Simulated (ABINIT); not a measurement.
# Ir (Fm-3m) in ABINIT: a series of runs, part 2 of 2

ABINIT 10.8.3 (patched build). The steps go on from the part before.

**4. Equation of state, BLYP+D3**

File run.abi:

```
ndtset 7
getwfk -1
scalecart1 3*0.9795861087
scalecart2 3*0.9864848297
scalecart3 3*0.9932883884
scalecart4 3*1.0000000000
scalecart5 3*1.0066227096
scalecart6 3*1.0131594038
scalecart7 3*1.0196128224

pp_dirpath "./"
pseudos "Ir.GGA_PBE-JTH.xml"

acell 2.7090675001 2.7090675001 2.7090675001 Angstrom
rprim
     0.0000000000     0.7071067812     0.7071067812
     0.7071067812     0.0000000000     0.7071067812
     0.7071067812     0.7071067812     0.0000000000
ntypat 1
znucl 77
natom 1
typat 1
xred
     0.0000000000     0.0000000000     0.0000000000

ecut 16.0
pawecutdg 32.0

kptopt 1
ngkpt 12 12 12
nshiftk 1
shiftk 0.0 0.0 0.0

ixc -106131
vdw_xc 6

nband 12
occopt 3
tsmear 0.00183747

nstep 100
tolvrs 1.0e-9

iomode 3
prtwf 1
prtden 0
prteig 0
prtebands 0
enunit 2
```

Potentials or basis: JTH PAW PBE v2.0.

Command:

```
$ abinit run.abi > log 2>&1
```

run.abo:

```text
.Version 10.8.3 of ABINIT
 DATASET    1 : space group Fm -3 m (#225); Bravais cF (face-center cubic)
================================================================================
 Values of the parameters that define the memory need for DATASET  1.
     intxc =       0    ionmov =       0      iscf =      17    lmnmax =      18
     lnmax =       6     mgfft =      20  mpssoang =       3    mqgrid =    3001
     natom =       1  nloc_mem =       2    nspden =       1   nspinor =       1
    nsppol =       1      nsym =      48    n1xccc =       1    ntypat =       1
    occopt =       3   xclevel =       2
       mpw =         290          nfft =        8000          nkpt =          72
 PAW method is used; the additional fine FFT grid is defined by:
   mgfftf=        27    nfftf =     19683
================================================================================
================================================================================
[... 71 lines left out ...]
 DATASET    7 : space group Fm -3 m (#225); Bravais cF (face-center cubic)
================================================================================
 Values of the parameters that define the memory need for DATASET  7.
     intxc =       0    ionmov =       0      iscf =      17    lmnmax =      18
     lnmax =       6     mgfft =      20  mpssoang =       3    mqgrid =    3001
     natom =       1  nloc_mem =       2    nspden =       1   nspinor =       1
    nsppol =       1      nsym =      48    n1xccc =       1    ntypat =       1
    occopt =       3   xclevel =       2
       mpw =         322          nfft =        8000          nkpt =          72
 PAW method is used; the additional fine FFT grid is defined by:
   mgfftf=        30    nfftf =     27000
================================================================================
================================================================================

--------------------------------------------------------------------------------
------------- Echo of variables that govern the present computation ------------
--------------------------------------------------------------------------------
 -outvars: echo values of preprocessed input variables --------
            acell      5.1193956318E+00  5.1193956318E+00  5.1193956318E+00 Bohr
              amu      1.92220000E+02
             ecut      1.60000000E+01 Hartree
           enunit           2
           getwfk          -1
                       outvar_i_n : Printing only first  50 k-points.
              ixc     -106131
           jdtset        1    2    3    4    5    6    7
                       outvar_i_n : Printing only first  50 k-points.
         kptrlatt       12    0    0      0   12    0      0    0   12
          kptrlen1     6.01786662E+01
          kptrlen2     6.06024735E+01
          kptrlen3     6.10204348E+01
          kptrlen4     6.14327476E+01
          kptrlen5     6.18395988E+01
          kptrlen6     6.22411659E+01
          kptrlen7     6.26376172E+01
            natom           1
            nband          12
           ndtset           7
            ngfft          20      20      20
          ngfftdg1         27      27      27
          ngfftdg2         27      27      27
          ngfftdg3         27      27      27
          ngfftdg4         30      30      30
          ngfftdg5         30      30      30
          ngfftdg6         30      30      30
          ngfftdg7         30      30      30
             nkpt          72
            nstep         100
             nsym          48
           ntypat           1
                       prtocc : prtvol=0, do not print more k-points.
           occopt           3
        pawecutdg      3.20000000E+01 Hartree
         pawxcdev           0
           prtden           0
        prtebands           0
           prteig           0
            rprim1     0.0000000000E+00  6.9267198023E-01  6.9267198023E-01
                       6.9267198023E-01  0.0000000000E+00  6.9267198023E-01
                       6.9267198023E-01  6.9267198023E-01  0.0000000000E+00
            rprim2     0.0000000000E+00  6.9755011263E-01  6.9755011263E-01
                       6.9755011263E-01  0.0000000000E+00  6.9755011263E-01
                       6.9755011263E-01  6.9755011263E-01  0.0000000000E+00
            rprim3     0.0000000000E+00  7.0236095512E-01  7.0236095512E-01
                       7.0236095512E-01  0.0000000000E+00  7.0236095512E-01
                       7.0236095512E-01  7.0236095512E-01  0.0000000000E+00
            rprim4     0.0000000000E+00  7.0710678120E-01  7.0710678120E-01
                       7.0710678120E-01  0.0000000000E+00  7.0710678120E-01
                       7.0710678120E-01  7.0710678120E-01  0.0000000000E+00
            rprim5     0.0000000000E+00  7.1178974407E-01  7.1178974407E-01
                       7.1178974407E-01  0.0000000000E+00  7.1178974407E-01
                       7.1178974407E-01  7.1178974407E-01  0.0000000000E+00
            rprim6     0.0000000000E+00  7.1641188486E-01  7.1641188486E-01
                       7.1641188486E-01  0.0000000000E+00  7.1641188486E-01
                       7.1641188486E-01  7.1641188486E-01  0.0000000000E+00
            rprim7     0.0000000000E+00  7.2097514092E-01  7.2097514092E-01
                       7.2097514092E-01  0.0000000000E+00  7.2097514092E-01
                       7.2097514092E-01  7.2097514092E-01  0.0000000000E+00
          spgroup         225
           tolvrs      1.00000000E-09
           tsmear      1.83747000E-03 Hartree
            typat      1
           useylm           1
           vdw_xc           6
                       outvars : Printing only first  50 k-points.
            znucl       77.00000

================================================================================

 chkinp: Checking input parameters for consistency, jdtset=   1.

 chkinp: Checking input parameters for consistency, jdtset=   2.
[... 42 lines left out ...]
 getcut: wavevector=  0.0000  0.0000  0.0000  ngfft=  27  27  27
         ecut(hartree)=     32.000   => boxcut(ratio)=   2.03898

--- Pseudopotential description ------------------------------------------------
- pspini: atom type   1  psp file is ./Ir.GGA_PBE-JTH.xml
 Pseudopotential format is: paw10
 basis_size (lnmax)=  6 (lmn_size= 18), orbitals=   0   0   1   1   2   2
 Spheres core radius: rc_sph= 2.51065676
 Shapefunction is SIN type: shapef(r)=[sin(pi*r/rshp)/(pi*r/rshp)]**2
 Radius for shape functions =  2.20407242
 Compensation charge density is not taken into account in XC energy/potential

   5.25859805E+02                                ecore*ucvol(ha*bohr**3)
--------------------------------------------------------------------------------

[... 1250 lines left out ...]
-Cartesian components of stress tensor (GPa)         [Pressure= -1.2322E+01 GPa]
- sigma(1 1)=  1.23220576E+01  sigma(3 2)=  0.00000000E+00
- sigma(2 2)=  1.23220576E+01  sigma(3 1)=  0.00000000E+00
- sigma(3 3)=  1.23220576E+01  sigma(2 1)=  0.00000000E+00

== END DATASET(S) ==============================================================
================================================================================

 -outvars: echo values of variables after computation  --------
            acell      5.1193956318E+00  5.1193956318E+00  5.1193956318E+00 Bohr
           etotal1    -7.6995016556E+01
           etotal2    -7.6996938154E+01
           etotal3    -7.6998215592E+01
           etotal4    -7.6998915006E+01
           etotal5    -7.6999137258E+01
           etotal6    -7.6998913892E+01
           etotal7    -7.6998300619E+01
            fcart1    -0.0000000000E+00 -0.0000000000E+00 -0.0000000000E+00
            fcart2    -0.0000000000E+00 -0.0000000000E+00 -0.0000000000E+00
            fcart3    -0.0000000000E+00 -0.0000000000E+00 -0.0000000000E+00
            fcart4    -0.0000000000E+00 -0.0000000000E+00 -0.0000000000E+00
            fcart5    -0.0000000000E+00 -0.0000000000E+00 -0.0000000000E+00
            fcart6    -0.0000000000E+00 -0.0000000000E+00 -0.0000000000E+00
            fcart7    -0.0000000000E+00 -0.0000000000E+00 -0.0000000000E+00
            rprim1     0.0000000000E+00  6.9267198023E-01  6.9267198023E-01
                       6.9267198023E-01  0.0000000000E+00  6.9267198023E-01
                       6.9267198023E-01  6.9267198023E-01  0.0000000000E+00
[... 17 lines left out ...]
                       7.2097514092E-01  7.2097514092E-01  0.0000000000E+00
           strten1    -1.1939558515E-03 -1.1939558515E-03 -1.1939558515E-03
                       0.0000000000E+00  0.0000000000E+00  0.0000000000E+00
           strten2    -8.3324924212E-04 -8.3324924212E-04 -8.3324924212E-04
                       0.0000000000E+00  0.0000000000E+00  0.0000000000E+00
           strten3    -5.1483840029E-04 -5.1483840029E-04 -5.1483840029E-04
                       0.0000000000E+00  0.0000000000E+00  0.0000000000E+00
           strten4    -2.4110000949E-04 -2.4110000949E-04 -2.4110000949E-04
                       0.0000000000E+00  0.0000000000E+00  0.0000000000E+00
           strten5     6.1566469024E-06  6.1566469024E-06  6.1566469024E-06
                       0.0000000000E+00  0.0000000000E+00  0.0000000000E+00
           strten6     2.2747579261E-04  2.2747579261E-04  2.2747579261E-04
                       0.0000000000E+00  0.0000000000E+00  0.0000000000E+00
           strten7     4.1881822438E-04  4.1881822438E-04  4.1881822438E-04
                       0.0000000000E+00  0.0000000000E+00  0.0000000000E+00
 Calculation completed.
```

Wall time 43 s (1 thread of Arm Neoverse V2, shared host); peak memory 0.13 GiB.

What came out:

| Property | Result |
| --- | --- |
| Equilibrium volume | 14.33 Å³/atom |
| Bulk modulus | 347 GPa |
| Pressure derivative of the bulk modulus | 5.6 (rough: it moves with the points fitted) |

Energy against volume, from the lowest point:
```
volume (Å³/atom)  energy (meV/atom)
          13.215             112.13
          13.496              59.84
          13.778              25.08
          14.059               6.05
          14.340               0.00
          14.621               6.08
          14.902              22.77
```

Caveat: pressures at fixed basis lie under the slope of the energies; the PAW data sets were made with another functional, which shifts forces and pressure a little; the atomic spheres overlap.

**5. Equation of state, PBEsol**

Edit run.abi of step 4 so:

```diff
@@ -25,4 +25,4 @@
 
-ecut 16.0
-pawecutdg 32.0
+ecut 22.0
+pawecutdg 44.0
 
@@ -33,4 +33,3 @@
 
-ixc -106131
-vdw_xc 6
+ixc -116133
 
@@ -38,3 +37,3 @@
 occopt 3
-tsmear 0.00183747
+tsmear 0.05 eV
```

Command:

```
$ abinit run.abi > log 2>&1
```

Run time: 76 s. Hardware: 1 thread of Arm Neoverse V2, shared host; peak memory 0.14 GiB.

Results (log left out):

```yaml
Equilibrium_volume: 14.07 Å³/atom
Bulk_modulus: 391 GPa
Pressure_derivative_of_the_bulk_modulus: 5.0
```

Energy against volume, from the lowest point:
| volume (Å³/atom) | energy (meV/atom) |
| --- | --- |
| 13.215 | 71.03 |
| 13.496 | 30.62 |
| 13.778 | 7.60 |
| 14.059 | 0.00 |
| 14.340 | 6.35 |
| 14.621 | 24.93 |
| 14.902 | 54.17 |

Caveat: pressures at fixed basis lie under the slope of the energies; the PAW data sets were made with another functional, which shifts forces and pressure a little; the atomic spheres overlap. The run has no spin-orbit coupling, so splittings on Ir are missing.

**6. Overview**

```tsv
task	level	potentials or basis	spin	cutoff (eV)	dispersion computed by	fine-grid cutoff	V0 of scaled cells (Å³/atom)	B0 (GPa)
equation of state	AM05+D4	JTH PAW PBE v2.0	off	435	dftd4 4.3.1	870.764 eV	13.75	425
band structure	LDA-PZ	JTH PAW LDA v2.0	SOC, no magnetisation	463	-	925.187 eV	-	-
equation of state	BLYP+D3	JTH PAW PBE v2.0	off	435	-	870.764 eV	14.33	347
equation of state	PBEsol	JTH PAW PBE v2.0	off	599	-	1197.3 eV	14.07	391
```

Alike in all rows: cell as given; k mesh 12 × 12 × 12; smearing fermi-dirac 0.05 eV.

Caveats: pressures at fixed basis lie under the slope of the energies (some runs); the PAW data sets were made with another functional, which shifts forces and pressure a little (some runs); the atomic spheres overlap (some runs).

Absolute energies hang on the potentials; compare differences alone.
